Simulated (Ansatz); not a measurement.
`CCCCCCCCO` + H–F → `CCCCF` + `CCCCO`  (substitution at a C–C bond)

Isolated molecules relaxed with PBE0-D4/def2-TZVP in Ansatz; ΔE leaves out vibrations. CCSD(T)/CBS is the MP2 limit (def2-TZVPP, def2-QZVPP) plus CCSD(T) − MP2 in def2-TZVPP, frozen cores. This one scheme is used for every species. Functionals use def2-TZVPP. Each species was taken in one conformer, which may not be the lowest.

```
             level  ΔE (eV)
         CAM-B3LYP     0.10
  CCSD(T)/def2-SVP     0.28
SCS-MP2/def2-TZVPP     0.36
    CCSD/CBS(def2)     0.37
```

**Question.** What does CCSD(T)/CBS give? (Best estimate.)

**Answer.** Computed: +0.41 eV. The listed levels differ from it by -0.31, -0.13, -0.05, -0.04 eV.

Largest T1 diagnostic among the species: 0.009.

At CCSD(T), def2-SVP lies −0.13 eV from the extrapolated value and def2-TZVPP −0.04 eV. From r2SCAN to r2SCAN0 (25 % exact exchange), in def2-TZVPP and without D4, ΔE moves by +0.05 eV.

CCSD(T)/CBS has its own doubt, a few kJ/mol and more with outer-core shells, so smaller differences from it don't rank the levels.
